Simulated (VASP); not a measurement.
## VASP 6.6.1 run: BP

INCAR

```
GGA = PE
ENCUT = 520
ISMEAR = -1
NELECT = 7
NELM = 120
LASPH = .TRUE.
LWAVE = .FALSE.
PREC = Accurate
NSW = 0
SIGMA = 0.02
LREAL = .FALSE.
EDIFF = 1E-7
ISIF = 2
LCHARG = .FALSE.
NBANDS = 11
IBRION = -1
```

KPOINTS

```
KPOINTS created by Atomic Simulation Environment
0
Gamma
10 10 10
0 0 0
```

POSCAR

```
B  P
 1.0000000000000000
     0.0000000000000000    2.2909988256000000    2.2909988256000000
     2.2909988256000000    0.0000000000000000    2.2909988256000000
     2.2909988256000000    2.2909988256000000    0.0000000000000000
 B   P
   1   1
Cartesian
  0.0000000000000000  0.0000000000000000  0.0000000000000000
  1.1454994128000000  1.1454994128000000  1.1454994128000000
```

The recommended PBE PAW datasets give the neutral cell 8 valence electrons.

Command

```
mpirun -np 1 vasp_std
```

Question: How does this run end, and what does it give?

Answer: It converged. Results: pressure -74.0 GPa.

OSZICAR

```
N       E                     dE             d eps       ncg     rms          rms(c)
DAV:   1    -0.981493349940E+00   -0.98149E+00   -0.30720E+03  1034   0.516E+02
DAV:   2    -0.178330988174E+02   -0.16852E+02   -0.16240E+02  1371   0.911E+01
DAV:   3    -0.183184739613E+02   -0.48538E+00   -0.48394E+00  1305   0.133E+01
DAV:   4    -0.183203008228E+02   -0.18269E-02   -0.18267E-02  1185   0.973E-01
DAV:   5    -0.183203115889E+02   -0.10766E-04   -0.10766E-04  1287   0.723E-02    0.621E+00
DAV:   6    -0.184737026874E+02   -0.15339E+00   -0.59250E-01  1172   0.303E+00    0.294E+00
DAV:   7    -0.184494808471E+02    0.24222E-01   -0.15060E-01  1210   0.173E+00    0.714E-01
DAV:   8    -0.184483299126E+02    0.11509E-02   -0.51167E-03  1197   0.472E-01    0.214E-01
DAV:   9    -0.184483270252E+02    0.28874E-05   -0.52409E-04  1225   0.149E-01    0.336E-02
DAV:  10    -0.184483324706E+02   -0.54454E-05   -0.36255E-05  1218   0.297E-02    0.251E-02
DAV:  11    -0.184483354848E+02   -0.30142E-05   -0.87641E-06  1145   0.177E-02    0.195E-03
DAV:  12    -0.184483355967E+02   -0.11196E-06   -0.12999E-07  1242   0.246E-03    0.124E-03
DAV:  13    -0.184483357543E+02   -0.15761E-06   -0.60096E-08   774   0.146E-03    0.402E-04
DAV:  14    -0.184483357571E+02   -0.27101E-08   -0.23255E-09   562   0.322E-04
   1 F= -.18448336E+02 E0= -.18447779E+02  d E =-.111387E-02
```

The cell is charged and sits in a uniform background.

For comparison, a separate PBE run of the intended cell, on usual settings and not on those above, gives a gap of 1.28 eV on its mesh and a pressure of -3.6 GPa.
